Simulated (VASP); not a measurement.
Input of a VASP 6.6.1 run:

Contents of POSCAR:

```
Hf
1.0
    3.1191430856      0.0000000000      0.0000000000
   -1.5595715428      2.7012571502      0.0000000000
    0.0000000000      0.0000000000      4.9439653642
  Hf
     2
Direct
     0.3333333332999970    0.6666666667000030    0.2500000000000000
     0.6666666667000030    0.3333333332999970    0.7500000000000000
```

Contents of INCAR.step1:

```
ALGO = Normal
EDIFF = 1E-8
EDIFFG = -0.002
ENCUT = 600
GGA = CA
IBRION = 2
ISIF = 3
ISMEAR = 1
KPAR = 2
LASPH = T
LCHARG = F
LREAL = F
LWAVE = F
NELM = 80
NSW = 40
PREC = Accurate
SIGMA = 0.2
```

INCAR.step2

```
ALGO = Normal
EDIFF = 1E-8
ENCUT = 600
GGA = CA
IBRION = 6
ISIF = 2
ISMEAR = 1
KPAR = 2
LASPH = T
LCHARG = F
LREAL = F
LWAVE = F
NELM = 80
NFREE = 2
NSW = 1
POTIM = 0.015
PREC = Accurate
SIGMA = 0.2
```

KPOINTS

```
k-points
0
Gamma
  24 24 14
```

Potentials or basis: VASP PAW LDA potentials, release 64 (Hf_pv).

The run is started by

```bash
$ cat potpaw_LDA.64/Hf_pv/POTCAR > POTCAR
$ cp INCAR.step1 INCAR
$ mpirun -np 2 vasp_std > vasp.out
$ cp CONTCAR POSCAR
$ cp INCAR.step2 INCAR
$ mpirun -np 2 vasp_std > vasp.out
```

(1) What does it give for the highest phonon frequency at Γ?

(2) Predict the relaxed cell.

Answers

(1) 111 cm⁻¹.

(2) a = 3.120 Å, b = 3.120 Å, c = 4.943 Å, α = 90.00°, β = 90.00°, γ = 120.00°.
